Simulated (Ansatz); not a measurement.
**AlAu under changes of volume**

One of the cells (16.755 Å³/atom); the others are scaled copies at fixed shape and fractional positions:

```xyz
2
Lattice="3.2239 0.0000 0.0000 0.0000 3.2239 0.0000 0.0000 0.0000 3.2239" Properties=species:S:1:pos:R:3 pbc="T T T"
Au    1.6120    1.6120    1.6120
Al    0.0000    0.0000    0.0000
```

The cell comes from a database or a generator and needn't be the stable form of this composition.

```yaml
Program: Ansatz 0.2.0
Functional: PBEsol
Potentials_or_basis: Ansatz PAW
Cutoff: "420 eV (not typed: the program's choice for these potentials)"
k_mesh: 8 × 8 × 8
Occupations: fermi-dirac, width 0.05 eV
Spin: no spin polarisation
```

```tsv
volume (Å³/atom)	energy over the lowest point (meV/atom)	pressure (GPa)
15.749	?	?
16.084	0.00	-0.6
16.419	3.66	-3.0
16.755	12.34	-5.2
17.090	25.31	-7.0
17.425	41.69	-8.5
17.760	60.76	-9.8
```

Task: What does the run at 15.749 Å³/atom give?

Result: Energy over the lowest point 1.91 meV/atom; pressure 2.2 GPa.

Worked out: A Birch-Murnaghan fit of order 3 (a polynomial in V^(-2/3)) to the other rows has its minimum at 16.05 Å³/atom, just outside them, with B0 = V·E''(V) = 144 GPa (rough, since the energies scatter). It gives 2.56 meV/atom at 15.749 Å³/atom, against the run's 1.91, and -dE/dV = 2.9 GPa, against 2.2.

Energies are extrapolated to zero smearing.

Caveats: the PAW data sets come from PBE, with cores solved anew for the run's functional, which leaves a small shift of forces and pressure.
